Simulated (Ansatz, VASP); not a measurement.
# AlP in VASP and in Ansatz

```xyz
2
Lattice="0.0000 2.7262 2.7262 2.7262 0.0000 2.7262 2.7262 2.7262 0.0000" Properties=species:S:1:pos:R:3 pbc="T T T"
Al    0.0000    0.0000    0.0000
P     4.0892    4.0892    4.0892
```

Alike in both runs: functional PBE; dispersion D3(BJ); k mesh 8 × 8 × 8; occupations gaussian, width 0.02 eV; no spin polarisation.

Ansatz relaxed the structure, and its values are those at the end. VASP's run is a single point on that final structure, the one shown.

|  | VASP | Ansatz |
| --- | --- | --- |
| version | VASP 6.6.1 | Ansatz 0.2.0 |
| potentials or method | VASP PAW PBE potentials, release 64 (Al, P) | scalar-relativistic, plane waves, PAW |
| plane-wave cutoff (eV) | 520 | 420 |
| valence electrons in the cell | 8 | 8 |

```csv
,VASP,Ansatz,Ansatz less VASP
gap on the k mesh at the Fermi level (eV),1.57,1.57,+0.002
least direct gap on the mesh (eV),3.34,3.34,+0.002
pressure (GPa),-0.1,0.0,+0.10
```

A k mesh can miss the band edges.
